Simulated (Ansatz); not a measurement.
What DFT gives for I

```
I
1.0
    -2.32073    2.32073    2.32073
     2.32073   -2.32073    2.32073
     2.32073    2.32073   -2.32073
I
1
Cartesian
  0.0000 0.0000 0.0000
```

Single point in Ansatz 0.2.0 with r2SCAN, no spin polarisation. Cutoff 500 eV, PAW datasets, 10×10×10 Γ-centred k mesh, fermi-dirac filling (width 0.1 eV).

(1) Describe some of the short contacts.

(2) What happens at the Fermi level?

(3) Is the cell too large or too small?

Origin: a known structure type with other elements, at an estimated volume, so it need not be a known compound. Caveats: many states at the Fermi level without spin polarisation, so a magnetic state may lie lower.

Results:

(1) I–I at 4.02 Å: least valence density 0.06 e/Å³ and ELF 0.08 there. These are pseudo-fields; inside the PAW spheres they differ from the all-electron ones.

(2) It is a metal, with about 3.1 states/eV a cell as the mean within 0.25 eV of the Fermi level, mostly I p (100 %).

(3) The pressure is -3.1 GPa (compression positive), so with the atoms held at these fractions the cell would first shrink.
